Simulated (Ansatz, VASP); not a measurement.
## SrO: VASP beside Ansatz

```
CELL_PARAMETERS angstrom
0.00000 2.24493 3.36739
2.24493 0.00000 3.36739
2.24493 2.24493 0.00000
ATOMIC_POSITIONS crystal
Sr 0.00000 0.00000 0.00000
O 0.50000 0.50000 0.50000
```

Alike in both runs: task single point; functional PBEsol; k mesh 8 × 8 × 8; occupations gaussian, width 0.05 eV; no spin polarisation.

```csv
,VASP,Ansatz
version,VASP 6.6.1,Ansatz 0.2.0
potentials or method,"VASP PAW PBE potentials, release 64 (Sr_sv, O)","scalar-relativistic, plane waves, PAW"
plane-wave cutoff (eV),520,420
valence electrons in the cell,16,16
```

```tsv
	VASP	Ansatz	Ansatz less VASP
gap on the k mesh at the Fermi level (eV)	0.75	0.79	+0.047
least direct gap on the mesh (eV)	1.16	1.25	+0.087
```

The functional is the same, so the differences come from potentials, cutoffs and numerics.

 As with any semilocal functional, this PBEsol gap is likely too small. A k mesh can miss the band edges.
